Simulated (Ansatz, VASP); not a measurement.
## Hf: VASP beside Ansatz

File POSCAR:

```
Hf
1.0
    2.9138100000      0.0000000000      0.0000000000
    0.0000000000      2.9138100000      0.0000000000
    0.0000000000      0.0000000000      2.9138100000
Hf
1
Direct
    0.5000000000      0.5000000000      0.5000000000
```

The input INCAR.step1:

```
SYSTEM = Hf
PREC = Accurate
ENCUT = 520
EDIFF = 1E-5
ISMEAR = -1
SIGMA = 0.05
LREAL = .False.
LASPH = .True.
NELM = 60
ALGO = Normal
ISIF = 2
LWAVE = .True.
LCHARG = .False.
GGA = PE
NBANDS = 11
```

INCAR.step2

```
SYSTEM = Hf
PREC = Accurate
ENCUT = 520
EDIFF = 1E-7
ISMEAR = -1
SIGMA = 0.05
LREAL = .False.
LASPH = .True.
NELM = 60
ALGO = Normal
ISIF = 2
LWAVE = .False.
LCHARG = .False.
GGA = PE
LHFCALC = .True.
HFSCREEN = 0.2079
PRECFOCK = Normal
ISTART = 1
NBANDS = 11
```

The input KPOINTS:

```
Automatic mesh
0
Gamma
  5 5 5
  0 0 0
```

The input input.yaml:

```yaml
crystal:
  lattice:
    - [2.91381, 0.0, 0.0]
    - [0.0, 2.91381, 0.0]
    - [0.0, 0.0, 2.91381]
  atoms:
    - { symbol: Hf, position: [0.5, 0.5, 0.5] }
hamiltonian:
  xc: hse06
  pseudopotentials: { kind: paw }
kpoints:
  mp_grid: { grid: [5, 5, 5] }
scf:
  occupations: { method: fermi_dirac, width: 0.05 }
  n_extra_bands: 6
output:
  forces: true
  stress: true
  eigenvalues: true
  dos: { projected: true, de: 0.05 }
```

The cell was built by a generator and needn't be a form met in nature.

Alike in both runs: functional HSE06; k mesh 5 × 5 × 5; occupations fermi-dirac, width 0.05 eV; no spin polarisation.

|  | VASP | Ansatz |
| --- | --- | --- |
| version | VASP 6.6.1 | Ansatz 0.2.0 |
| potentials or method | VASP PAW PBE potentials, release 64 (Hf_pv) | Ansatz PAW |
| plane-wave cutoff (eV) | 520 | 420 |
| valence electrons in the cell | 10 | 26 |
| task | single point | projected density of states |

```csv
,VASP,Ansatz,Ansatz less VASP
gap on the k mesh at the Fermi level (eV),none,none,-
pressure (GPa),-0.2,1.4,+1.53
```

A gap of «none» marks a metal or a gap that the smearing closes. The two sets of potentials don't hold the same shells in valence.

Caveats: the k mesh is coarse (spacing up to 0.43 Å⁻¹), so the values aren't converged, least of all with exact exchange; the PAW data sets were made with another functional, which shifts forces and pressure a little (VASP); the PAW data sets come from PBE, with cores solved anew for the run's functional, which leaves a small shift of forces and pressure (Ansatz); the density of states is complete only up to the lowest level of the last band computed (Ansatz); the thresholds are loose for stress (Ansatz). Spin-orbit coupling is left out, which matters for the levels of Hf.
